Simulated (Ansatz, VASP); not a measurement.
**KF: VASP beside Ansatz**

Contents of INCAR:

```
SYSTEM = KF
ALGO = Normal
EDIFF = 1E-6
ENCUT = 520
ISIF = 2
ISMEAR = 0
LASPH = .True.
LCHARG = .False.
LREAL = .False.
LWAVE = .False.
NBANDS = 15
NELM = 80
PREC = Accurate
SIGMA = 0.05
```

File KPOINTS:

```
k-points
0
Gamma
  8 8 8
  0 0 0
```

File POSCAR:

```
KF
1.0
    0.0000000000      2.6735000000      2.6066625000
    2.6735000000      0.0000000000      2.6066625000
    2.6735000000      2.6735000000      0.0000000000
K F
1 1
Direct
    0.0000000000      0.0000000000      0.0000000000
    0.5000000000      0.5000000000      0.5000000000
```

Input for Ansatz:

```yaml
crystal:
  lattice:
    - [0.0, 2.6735, 2.6066625]
    - [2.6735, 0.0, 2.6066625]
    - [2.6735, 2.6735, 0.0]
  atoms:
    - { symbol: K, position: [0.0, 0.0, 0.0] }
    - { symbol: F, position: [0.5, 0.5, 0.5] }
basis:
  ecutwfc: 420
kpoints:
  mp_grid: { grid: [8, 8, 8] }
hamiltonian:
  xc: lda
scf:
  occupations: { method: gaussian, width: 0.05 }
output:
  forces: true
  stress: true
  eigenvalues: true
```

Change from the starting cell: strain +0.000 along x and y, -0.025 along z, atoms carried along.

Alike in both runs: task single point; functional LDA; k mesh 8 × 8 × 8; occupations gaussian, width 0.05 eV; no spin polarisation.

|  | VASP | Ansatz |
| --- | --- | --- |
| version | VASP 6.6.1 | Ansatz 0.2.0 |
| potentials or method | VASP PAW LDA potentials, release 64 (K_sv, F) | scalar-relativistic, plane waves, PAW |
| plane-wave cutoff (eV) | 520 | 420 |
| valence electrons in the cell | 16 | 16 |

|  | VASP | Ansatz | Ansatz less VASP |
| --- | --- | --- | --- |
| gap on the k mesh at the Fermi level (eV) | 5.88 | 5.89 | +0.018 |
| least direct gap on the mesh (eV) | 5.88 | 5.89 | +0.018 |
| pressure (GPa) | -2.7 | -2.8 | -0.13 |
| largest component of the traceless stress (GPa) | 0.92 | 0.87 | -0.052 |

A k mesh can miss the band edges.
